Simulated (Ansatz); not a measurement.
AlCu₃ (Pm-3m), one atom moved along a line

Computed with DFT PBEsol, scalar-relativistic, plane waves, PAW (Ansatz 0.2.0). Settings: plane waves to 420 eV, k-mesh 14×14×14 (Γ-centred), Gaussian smearing 0.15 eV. No spin polarisation. Energies are free energies at this smearing, counted from the undisturbed cell; pressure is positive in compression.

The undisturbed cell (relaxed at this level; it needn't be the usual structure):

```
Al Cu
1.0
     3.63187    0.00000    0.00000
     0.00000    3.63187    0.00000
     0.00000    0.00000    3.63187
Al Cu
1 3
Direct
  0.00000 0.00000 0.00000
  0.50000 0.50000 0.00000
  0.50000 0.00000 0.50000
  0.00000 0.50000 0.50000
```

Atom 1 (Al) is moved by x along the Cartesian unit vector (-1.000, 0.000, 0.000); the cell and all other atoms stay fixed. The cell is metallic on the mesh throughout.

```csv
x (Å),ΔE (meV/cell)
-0.3000,336.9
-0.1500,82.7
0.0000,0.0
0.0375,5.1
0.0750,20.6
0.1125,46.4
0.1875,129.7
0.2250,187.5
0.2625,256.5
```

By symmetry 0.3000 repeats -0.3000, -0.2250 repeats 0.2250, 0.1500 repeats -0.1500, -0.0750 repeats 0.0750 in energy, with the opposite slope along the path.